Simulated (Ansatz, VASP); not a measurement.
# One calculation of Rh, two programs

The input INCAR:

```
SYSTEM = Rh
PREC = Accurate
ENCUT = 600
EDIFF = 1E-6
ISMEAR = 0
SIGMA = 0.1
LREAL = .FALSE.
LASPH = .TRUE.
NELM = 100
ALGO = Fast
ISIF = 3
LWAVE = .FALSE.
LCHARG = .FALSE.
GGA = PE
IBRION = 2
NSW = 90
EDIFFG = -0.04
```

The input KPOINTS:

```
regular mesh
0
G
  6 6 4
  0 0 0
```

Contents of POSCAR:

```
Rh
1.0
    3.7972933730      0.0000000000      0.0000000000
   -1.8986466865      3.2885525267      0.0000000000
    0.0000000000      0.0000000000      5.2973590534
Rh
4
Direct
    0.0000000000      0.0000000000      0.1401554998
    0.0000000000      0.0000000000      0.6401554998
    0.3333333333      0.6666666667      0.8648445002
    0.6666666667      0.3333333333      0.3648445002
```

Input for Ansatz:

```yaml
crystal:
  lattice:
    - [3.797293373, 0.0, 0.0]
    - [-1.8986466865, 3.2885525267, 0.0]
    - [0.0, 0.0, 5.2973590534]
  atoms:
    - { symbol: Rh, position: [0.0, 0.0, 0.1401554998] }
    - { symbol: Rh, position: [0.0, 0.0, 0.6401554998] }
    - { symbol: Rh, position: [0.3333333333, 0.6666666667, 0.8648445002] }
    - { symbol: Rh, position: [0.6666666667, 0.3333333333, 0.3648445002] }
basis:
  ecutwfc: 420
kpoints:
  mp_grid: { grid: [6, 6, 4] }
hamiltonian:
  xc: pbe
scf:
  occupations: { method: gaussian, width: 0.1 }
  lower_state_search: "off"
output:
  forces: true
  stress: true
  eigenvalues: true
relax:
  adjacent_minimum: "off"
  f_tol: 0.04
  max_steps: 70
  cell: { stress_tol: 0.4 }
```

Alike in both runs: task relaxation of cell and atoms; functional PBE; k mesh 6 × 6 × 4; occupations gaussian, width 0.1 eV; no spin polarisation.

```csv
,VASP,Ansatz
version,VASP 6.6.1,Ansatz 0.2.0
potentials or method,"VASP PAW PBE potentials, release 64 (Rh_pv)","scalar-relativistic, plane waves, PAW"
plane-wave cutoff (eV),600,420
valence electrons in the cell,60,68
```

Ansatz gave:

```
gap on the k mesh at the Fermi level, each at its own relaxed structure (eV) : none
relaxed volume (Å³/atom)                                                     : 16.54
relaxed cell length with the largest relative difference (Å)                 : 5.299
energy change over the relaxation (meV/atom)                                 : -4
```

Q: Estimate VASP's values.

A: gap on the k mesh at the Fermi level, each at its own relaxed structure (eV): none; relaxed volume (Å³/atom): 16.54; relaxed cell length with the largest relative difference (Å): 5.281; energy change over the relaxation (meV/atom): -4.

A gap of «none» marks a metal or a gap that the smearing closes. The two sets of potentials don't hold the same shells in valence.
